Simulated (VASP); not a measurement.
Wanted: the native input for a VASP 6.6.1 run.

| Property | Result |
| --- | --- |
| Task | relaxation of cell and atoms |
| Functional | PBE |
| Potentials or basis | VASP PAW PBE potentials, release 64 (As) |
| Cutoff | 520 eV |
| k mesh | 14 × 14 × 14 |
| Occupations | gaussian, width 0.1 eV |
| Spin | no spin polarisation |
| Further INCAR settings | ALGO = Normal; EDIFF = 1e-07; IBRION = 2; POTIM = 0.3; EDIFFG = -0.005; NSW = 60; ISIF = 3 |

The structure of As lies in POSCAR:

```
As                                      
1.0
    1.9075397870      1.1013186131      3.5925598923
   -1.9075397870      1.1013186131      3.5925598923
   -0.0000000000     -2.2026372159      3.5925598923
  As            
     2
Direct
     0.7733280868345804    0.7733280868345804    0.7733280868347215
     0.2266719131654195    0.2266719131654195    0.2266719131652785
```

These files were run (other wordings do the same):

INCAR

```
PREC = Accurate ; ENCUT = 520
EDIFF = 1E-7 ; ISMEAR = 0
SIGMA = 0.1 ; LREAL = False
LASPH = True ; NELM = 120
ALGO = Normal ; ISIF = 3
LWAVE = False ; LCHARG = False
GGA = PE ; IBRION = 2
NSW = 60 ; EDIFFG = -0.005
POTIM = 0.3
```

KPOINTS

```
Automatic mesh
0
Gamma
  14 14 14
```

Potentials or basis: VASP PAW PBE potentials, release 64 (As).

Run with:

```sh
$ cat potpaw_PBE.64/As/POTCAR > POTCAR
$ mpirun -np 1 vasp_std > vasp.out
```

Results of the run:

```json
{
 "Relaxed volume": "22.66 Å³/atom",
 "Relaxed cell": "a = 4.215 Å, b = 4.215 Å, c = 4.215 Å, α = 53.84°, β = 53.84°, γ = 53.84°",
 "Space group after relaxing (to 0.05 Å)": "R-3m (No. 166)",
 "Energy gained by relaxing": "0.0 meV/atom",
 "Ionic steps": "3",
 "Pressure after relaxing": "0.0 GPa",
 "Band gap on the k mesh": "none (metal or under the smearing width)"
}
```

Run time: 3.2 min on 1 thread of Intel(R) Xeon(R) Platinum 8375C CPU @ 2.90GHz (Ice Lake), on a shared host, peak memory 0.26 GiB.
